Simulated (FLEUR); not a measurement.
# SnO (P4/nmm) in FLEUR: notebook

Runs on SnO. Level: PBE. Tasks: single point.

Program: FLEUR MaX-R8.1 (later development tree). These are calculated values, not measurements. Logs are shortened: lines on timing, memory, paths and dates and some standing lists are left out, and cuts for length are marked.

## Step 1: The structure

Symmetry: P4/nmm, No. 129, tetragonal system. The conventional cell has a = 3.814 Å, b = 3.814 Å, c = 4.887 Å, α = 90.00°, β = 90.00°, γ = 90.00°. Around Sn (site symmetry 4mm) lie 4 O at 2.23 Å. O (site symmetry -4m2) has 4 Sn at 2.23 Å as nearest neighbours.

The cell is a database's computed one.

## Step 2: Single point, PBE

inp.xml

```xml
<?xml version="1.0" encoding="UTF-8" standalone="no"?>
<fleurInput fleurInputVersion="0.39">
   <comment>
      SnO                                                                                                 
   </comment>
   <calculationSetup>
      <cutoffs Kmax="3.5" Gmax="17.5" GmaxXC="17.5" numbands="0"/>
      <scfLoop itmax="60" minDistance="0.00001" maxIterBroyd="15" imix="Anderson" alpha="0.05" precondParam="0.0" spinf="2.0" sdNocoIR="T"/>
      <coreElectrons ctail="T" frcor="F" kcrel="0" coretail_lmax="0"/>
      <xcFunctional name="pbe" relativisticCorrections="F"/>
      <magnetism jspins="1"/>
      <soc l_soc="F" theta="0.0" phi="0.0" spav="F"/>
      <expertModes spex="0" secvar="F"/>
      <geometryOptimization l_f="F" forcealpha="1.0" forcemix="BFGS" epsdisp="0.00001" epsforce="0.00001"/>
      <ldaU l_linMix="F" mixParam="0.05" spinf="1.0"/>
   </calculationSetup>
   <cell>
      <bzIntegration valenceElectrons="56.0" mode="hist" fermiSmearingEnergy="0.00183747">
         <kPointListSelection listName="default-1"/>
         <!-- k-points included here -->
         <xi:include xmlns:xi="http://www.w3.org/2001/XInclude" href="kpts.xml"> </xi:include>
      </bzIntegration>
      <!-- symmetry operations included here -->
      <xi:include xmlns:xi="http://www.w3.org/2001/XInclude" href="sym.xml"> </xi:include>
      <bulkLattice scale="1.0">
         <bravaisMatrix>
            <row-1>    7.2068394884961444     0.0000000000000000     0.0000000000000000</row-1>
            <row-2>    0.0000000000000000     7.2068394884961444     0.0000000000000000</row-2>
            <row-3>    0.0000000000000000     0.0000000000000000     9.2349277316651968</row-3>
         </bravaisMatrix>
      </bulkLattice>
   </cell>
   <atomSpecies>
      <species name="Tin (Sn)" element="Sn" atomicNumber="50">
         <mtSphere radius="2.24" gridPoints="747" logIncrement="0.017"/>
         <atomicCutoffs lmax="8" lnonsphr="6"/>
         <electronConfig flipSpins="F">
            <coreConfig>(1s1/2) (2s1/2) (2p1/2) (2p3/2) (3s1/2) (3p1/2) (3p3/2) (3d3/2) (3d5/2)</coreConfig>
            <valenceConfig>(4s1/2) (4p1/2) (4p3/2) (5s1/2) (4d3/2) (4d5/2) (5p1/2) (5p3/2)</valenceConfig>
            <stateOccupation state="(5p1/2)" spinUp="0.333333" spinDown="0.333333"/>
            <stateOccupation state="(5p3/2)" spinUp="0.666667" spinDown="0.666667"/>
         </electronConfig>
         <energyParameters s="5" p="5" d="4" f="4"/>
         <lo type="SCLO" l="0" n="4" eDeriv="0"/>
         <lo type="SCLO" l="1" n="4" eDeriv="0"/>
         <lo type="SCLO" l="1" n="4" eDeriv="1"/>
         <lo type="SCLO" l="2" n="4" eDeriv="2"/>
         <lo type="SCLO" l="3" n="4" eDeriv="2"/>
      </species>
      <species name="Oxygen (O)" element="O" atomicNumber="8">
         <mtSphere radius="1.62" gridPoints="539" logIncrement="0.02"/>
         <atomicCutoffs lmax="6" lnonsphr="4"/>
         <electronConfig flipSpins="F">
            <coreConfig>(1s1/2)</coreConfig>
            <valenceConfig>(2s1/2) (2p1/2) (2p3/2)</valenceConfig>
            <stateOccupation state="(2p1/2)" spinUp="0.666667" spinDown="0.666667"/>
            <stateOccupation state="(2p3/2)" spinUp="1.333333" spinDown="1.333333"/>
         </electronConfig>
         <energyParameters s="2" p="2" d="3" f="4"/>
         <lo type="SCLO" l="0" n="2" eDeriv="2"/>
         <lo type="SCLO" l="1" n="2" eDeriv="2"/>
         <lo type="SCLO" l="2" n="3" eDeriv="2"/>
      </species>
   </atomSpecies>
   <atomGroups>
      <atomGroup species="Tin (Sn)">
         <relPos label="                   1">1.000/4.000 -1.000/4.000 -.2353738600</relPos>
         <relPos label="                   2">-1.000/4.000 1.000/4.000 .2353738600</relPos>
         <force calculate="T" relaxXYZ="TTT"/>
      </atomGroup>
      <atomGroup species="Oxygen (O)">
         <relPos label="                   3">-1.000/4.000 -1.000/4.000 .0000000000</relPos>
         <relPos label="                   4">1.000/4.000 1.000/4.000 .0000000000</relPos>
         <force calculate="T" relaxXYZ="TTT"/>
      </atomGroup>
   </atomGroups>
   <output dos="F" band="F" slice="F">
      <checks vchk="F" cdinf="F"/>
      <bandDOS minEnergy="-.5*Htr" maxEnergy="0.5*Htr" sigma="0.015" storeEVData="T"/>
      <vacuumDOS vacdos="F" integ="F" star="F" nstars="0" locx1="0.0" locy1="0.0" locx2="0.0" locy2="0.0" nstm="0" tworkf="0.0"/>
      <unfoldingBand unfoldBand="F" supercellX="1" supercellY="1" supercellZ="1"/>
      <plotting iplot="0" polar="F">
         <plot TwoD="T" vec1="  1.0  0.0  0.0" vec2="  0.0  1.0  0.0" vec3="  0.0  0.0  1.0" zero="  0.0  0.0  0.0" file="plot"/>
      </plotting>
      <chargeDensitySlicing numkpt="0" minEigenval="0.0" maxEigenval="0.0" nnne="0" pallst="F"/>
      <specialOutput eonly="F"/>
      <moessbauerParams electricFieldGradient="T" isomerShift="T" coreHyperfine="T" valenceHyperfine="T"/>
      <magneticCircularDichroism mcd="F" energyLo="-10.0" energyUp="0.0"/>
   </output>
  <!-- We include the file relax.xml here to enable relaxations (see documentation) -->
  <xi:include xmlns:xi="http://www.w3.org/2001/XInclude" href="relax.xml"> <xi:fallback/> </xi:include>
</fleurInput>
```

crystal.txt

```
SnO
&input cartesian=F /
3.8136952200  0.0000000000  0.0000000000
0.0000000000  3.8136952200  0.0000000000
0.0000000000  0.0000000000  4.8869133000
1.8897261246
1.0 1.0 1.0

4
50 0.5000000000  0.0000000000  0.7646261400
50 0.0000000000  0.5000000000  0.2353738600
8 0.0000000000  0.0000000000  0.0000000000
8 0.5000000000  0.5000000000  0.0000000000

&kpt div1=7 div2=7 div3=6 gamma=T /
```

Potentials or basis: all-electron, FLAPW.

Started as:

```
> inpgen -f crystal.txt -profile veryFastHighL
> # inp.xml edited to the form shown
> fleur_MPI
```

The program printed:

```text
Welcome to FLEUR        (www.flapw.de)
      MaX-Release 8.1          (www.max-centre.eu)

 ========== k-point set info ==========
 Selected k-point list: default-1
 k-point list type: mesh
 7 x 7 x 6
 Number of k points: 40

 ------------Calculation Setup---------------------------
 Number of MPI-tasks      :            1
 Number of PE/node        :            1
 Number of OMP-threads    :            1
 Most efficient MPI parallelization for:
           1           2           4           5           8          10          20          40
 Additional eigenvalue parallelization possible
 Number of basis functions:          498
 Approximate size of matrices (H+S) per k-point:         0.004 GB
 --------------------------------------------------------
 Iteration:     1   Distance:      21.21059020 me/bohr^3
 Iteration:     2   Distance:      17.51821434 me/bohr^3
 Iteration:     3   Distance:       5.78703582 me/bohr^3
 Iteration:     4   Distance:       6.22638039 me/bohr^3
 Iteration:     5   Distance:       1.23368759 me/bohr^3
 Iteration:     6   Distance:       0.48870593 me/bohr^3
 Iteration:     7   Distance:       0.27375121 me/bohr^3
 Iteration:     8   Distance:       0.09703192 me/bohr^3
 Iteration:     9   Distance:       0.11070209 me/bohr^3
 Iteration:    10   Distance:       0.02515187 me/bohr^3
 Iteration:    11   Distance:       0.00762290 me/bohr^3
 Iteration:    12   Distance:       0.00383908 me/bohr^3
 Iteration:    13   Distance:       0.00022145 me/bohr^3
 Iteration:    14   Distance:       0.00020562 me/bohr^3
 Iteration:    15   Distance:       0.00003614 me/bohr^3
 Iteration:    16   Distance:       0.00003399 me/bohr^3
 Iteration:    17   Distance:       0.00001775 me/bohr^3
 Iteration:    18   Distance:       0.00000864 me/bohr^3

 ********************************************************************
 Run finished successfully
 Stop message:
   all done
 ********************************************************************
```

It took 46 s on 1 thread of Arm Neoverse V2, shared host; peak memory 0.09 GiB.

What came out:

```yaml
Free_energy: -340378.2368 eV
Band_gap_on_the_k_mesh: 0.36 eV, indirect (least direct gap 2.06 eV)
Valence_electrons_inside_the_program's_atomic_spheres: Sn 19.15; O 5.19 (radii Sn 2.24, O 1.62 bohr)
```

Levels at points of the mesh, in eV from the valence-band top:
| k point | band 26 | band 27 | band 28 | band 29 | band 30 | band 31 |
| --- | --- | --- | --- | --- | --- | --- |
| (0.00, 0.00, 0.00) | -3.19 | -3.19 | 0.00 | 2.06 | 4.27 | 4.73 |
| (0.00, 0.00, 0.50) | -3.19 | -3.19 | -2.23 | 1.71 | 3.02 | 3.02 |

Core levels (eV from the Fermi level):
```
atom                                                                                                                             levels
1 Sn  1s1/2 -28991.2, 2s1/2 -4371.6, 2p1/2 -4083.0, 2p3/2 -3852.4, 3s1/2 -840.1, 3p1/2 -722.9, 3p3/2 -680.8, 3d3/2 -473.7, 3d5/2 -465.0
2 Sn  1s1/2 -28991.2, 2s1/2 -4371.6, 2p1/2 -4083.0, 2p3/2 -3852.4, 3s1/2 -840.1, 3p1/2 -722.9, 3p3/2 -680.8, 3d3/2 -473.7, 3d5/2 -465.0
 3 O                                                                                                                       1s1/2 -506.6
 4 O                                                                                                                       1s1/2 -506.6
```

Caveat: the plane-wave cutoff is short for the small spheres of the light atoms, so energies, forces and moduli aren't converged; spin-orbit coupling is left out, which moves the levels of the heavy elements; an odd mesh through Γ misses points on the zone boundary, where band edges often lie.

## Step 3: Single point, PBE

inp.xml, as its differences from that of step 2:

```diff
@@ -6,3 +6,3 @@
    <calculationSetup>
-      <cutoffs Kmax="3.5" Gmax="17.5" GmaxXC="17.5" numbands="0"/>
+      <cutoffs Kmax="4.0" Gmax="20.0" GmaxXC="20.0" numbands="0"/>
       <scfLoop itmax="60" minDistance="0.00001" maxIterBroyd="15" imix="Anderson" alpha="0.05" precondParam="0.0" spinf="2.0" sdNocoIR="T"/>
@@ -35,3 +35,3 @@
          <mtSphere radius="2.24" gridPoints="747" logIncrement="0.017"/>
-         <atomicCutoffs lmax="8" lnonsphr="6"/>
+         <atomicCutoffs lmax="6" lnonsphr="4"/>
          <electronConfig flipSpins="F">
@@ -51,3 +51,3 @@
          <mtSphere radius="1.62" gridPoints="539" logIncrement="0.02"/>
-         <atomicCutoffs lmax="6" lnonsphr="4"/>
+         <atomicCutoffs lmax="5" lnonsphr="3"/>
          <electronConfig flipSpins="F">
```

crystal.txt is that of step 2.

Potentials or basis: all-electron, FLAPW.

Started as:

```
> inpgen -f crystal.txt -profile fast
> # inp.xml edited to the form shown
> fleur_MPI
```

The program printed:

```text
Welcome to FLEUR        (www.flapw.de)
      MaX-Release 8.1          (www.max-centre.eu)

 ========== k-point set info ==========
 Selected k-point list: default-1
 k-point list type: mesh
 7 x 7 x 6
 Number of k points: 40

 ------------Calculation Setup---------------------------
 Number of MPI-tasks      :            1
 Number of PE/node        :            1
 Number of OMP-threads    :            1
 Most efficient MPI parallelization for:
           1           2           4           5           8          10          20          40
 Additional eigenvalue parallelization possible
 Number of basis functions:          675
 Approximate size of matrices (H+S) per k-point:         0.007 GB
 --------------------------------------------------------
 Iteration:     1   Distance:      21.48791461 me/bohr^3
 Iteration:     2   Distance:      17.73096846 me/bohr^3
 Iteration:     3   Distance:       5.72262832 me/bohr^3
 Iteration:     4   Distance:       6.39040132 me/bohr^3
 Iteration:     5   Distance:       1.18818775 me/bohr^3
 Iteration:     6   Distance:       0.44341826 me/bohr^3
 Iteration:     7   Distance:       0.27757680 me/bohr^3
 Iteration:     8   Distance:       0.08423775 me/bohr^3
 Iteration:     9   Distance:       0.09170597 me/bohr^3
 Iteration:    10   Distance:       0.01835551 me/bohr^3
 Iteration:    11   Distance:       0.00834895 me/bohr^3
 Iteration:    12   Distance:       0.00358181 me/bohr^3
 Iteration:    13   Distance:       0.00019535 me/bohr^3
 Iteration:    14   Distance:       0.00015288 me/bohr^3
 Iteration:    15   Distance:       0.00003902 me/bohr^3
 Iteration:    16   Distance:       0.00003696 me/bohr^3
 Iteration:    17   Distance:       0.00001874 me/bohr^3
 Iteration:    18   Distance:       0.00000440 me/bohr^3

 ********************************************************************
 Run finished successfully
 Stop message:
   all done
 ********************************************************************
```

It took 78 s on 1 thread of Arm Neoverse V2, shared host; peak memory 0.1 GiB.

Results:

* Free energy: -340379.5131 eV
* Band gap on the k mesh: 0.37 eV, indirect (least direct gap 2.07 eV)
* Valence electrons inside the program's atomic spheres: Sn 19.16; O 5.21 (radii Sn 2.24, O 1.62 bohr)

Levels at points of the mesh, in eV from the valence-band top:
```
           k point  band 24  band 25  band 26  band 27  band 28  band 29  band 30  band 31  band 32  band 33
(0.00, 0.00, 0.00)    -6.25    -3.47    -3.17    -3.17     0.00     2.07     4.28     4.72     4.72     5.67
(0.00, 0.00, 0.50)    -3.53    -3.21    -3.18    -3.18    -2.22     1.72     3.02     3.02     3.69     7.85
```

Core levels (eV from the Fermi level):
```tsv
atom	levels
1 Sn	1s1/2 -28991.4, 2s1/2 -4371.8, 2p1/2 -4083.3, 2p3/2 -3852.6, 3s1/2 -840.3, 3p1/2 -723.1, 3p3/2 -681.0, 3d3/2 -473.9, 3d5/2 -465.2
2 Sn	1s1/2 -28991.4, 2s1/2 -4371.8, 2p1/2 -4083.3, 2p3/2 -3852.6, 3s1/2 -840.3, 3p1/2 -723.1, 3p3/2 -681.0, 3d3/2 -473.9, 3d5/2 -465.2
3 O	1s1/2 -506.6
4 O	1s1/2 -506.6
```

Caveat: spin-orbit coupling is left out, which moves the levels of the heavy elements; an odd mesh through Γ misses points on the zone boundary, where band edges often lie.
